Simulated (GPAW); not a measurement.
**Ge in GPAW: convergence with smearing width (eV)**

Crystal: Ge.

```
CELL_PARAMETERS angstrom
-0.02821 2.10200 2.11346
2.07162 -0.03255 2.11780
2.04296 2.07768 -0.00389
ATOMIC_POSITIONS crystal
Ge 0.00000 0.00000 0.00000
```

This isn't the form of Ge at room conditions, which is diamond.

```yaml
Program: GPAW 26.7.0
Task: convergence study
Functional: PBE
Potentials_or_basis: GPAW PAW data sets (gpaw-data 1.2.1)
Cutoff: 600 eV
Basis: pw
k_mesh: 7 × 7 × 7
Occupations: fermi-dirac, width 0.5 eV
Spin: no spin polarisation
```

These are the settings of the first run; the series varies smearing width (eV), with any setting tied to it.

Hardware: 1 thread of Arm Neoverse V2, with other jobs on the host.

Q: The values tried are 0.5, 0.3, 0.2, 0.15, 0.1, 0.05, 0.025, 0.01, loosest first. From which on does the pressure stay within 0.1 GPa of the tightest run that finished?

A: From 0.1 on.

```
smearing width (eV)  energy less the tightest run, at zero smearing (meV/atom)  pressure (GPa)  SCF cycles  CPU time (s)  peak memory (GiB)
                0.5                                                       5.55            5.13           8            14               0.15
                0.3                                                       2.78            4.39           8            14               0.15
                0.2                                                      -0.44            4.01           8            14               0.15
               0.15                                                      -1.40            3.82           8            13               0.15
                0.1                                                      -1.27            3.67           8            14               0.15
               0.05                                                      -0.40            3.62           8            14               0.15
              0.025                                                      -0.06            3.66           8            14               0.15
               0.01                                                       0.00            3.72           8            14               0.15
```

Against the tightest run, the energy stays within 1 meV/atom from 0.05 on. Narrower smearing needs a denser k mesh, so at a fixed mesh the narrowest width isn't the most accurate. The tightest run that finished is the yardstick and may itself not be fully converged.

Caveat, for the tightest run too: the k mesh is coarse (spacing up to 0.37 Å⁻¹), so the values aren't converged.
